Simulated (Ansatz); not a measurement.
BN:

```
N B
1.0
     2.55394    0.00000    0.00000
    -1.27697    2.21178    0.00000
     0.00000    0.00000    4.22685
N B
2 2
Cartesian
  0.0000 1.4745 0.5295
  1.2770 0.7373 2.6430
  0.0000 1.4745 2.1123
  1.2770 0.7373 4.2257
```

Measurements of this composition are mostly on another form, of space group No. 194.

```yaml
Program: Ansatz 0.2.0
Task: relaxation of cell and atoms
Functional: SVWN5
Potentials_or_basis: JTH PAW
Cutoff: 800 eV
Density_cutoff: 3200 eV
k_mesh: 12 × 12 × 6
Occupations: fermi-dirac, width 0.1 eV
Spin: no spin polarisation
```

At the start: pressure -14.0 GPa; volume 5.97 Å³/atom.

Question: How do energy, volume and symmetry change on relaxing?

Answer: Over 5 steps the energy falls by 9.8 meV/atom and the volume is 5.75 Å³/atom (-3.6 %); space group P6_3mc (No. 186, to 0.05 Å).

The path:
| step | energy change (eV) | largest force (eV/Å) | pressure (GPa) | volume (Å³) |
| --- | --- | --- | --- | --- |
| 1 | 0.0000 | 0.0233 | -13.99 | 23.88 |
| 2 | -0.0108 | 0.0039 | -12.00 | 23.74 |
| 3 | -0.0390 | 0.0411 | 0.34 | 22.99 |
| 4 | -0.0391 | 0.0128 | -0.01 | 23.01 |
| 5 | -0.0391 | 0.0006 | -0.01 | 23.01 |

Final structure:
```cif
data_structure
_symmetry_space_group_name_H-M 'P 1'
_symmetry_Int_Tables_number 1
_cell_length_a 2.5229
_cell_length_b 2.5229
_cell_length_c 4.1741
_cell_angle_alpha 90.000
_cell_angle_beta 90.000
_cell_angle_gamma 120.000
_cell_volume 23.01
loop_
_atom_site_label
_atom_site_type_symbol
_atom_site_fract_x
_atom_site_fract_y
_atom_site_fract_z
_atom_site_occupancy
N1 N 0.33333 0.66667 0.12530 1
N2 N 0.66667 0.33333 0.62530 1
B1 B 0.33333 0.66667 0.49970 1
B2 B 0.66667 0.33333 0.99970 1
```

Caveat: the cutoff lies under the one recommended for these potentials.
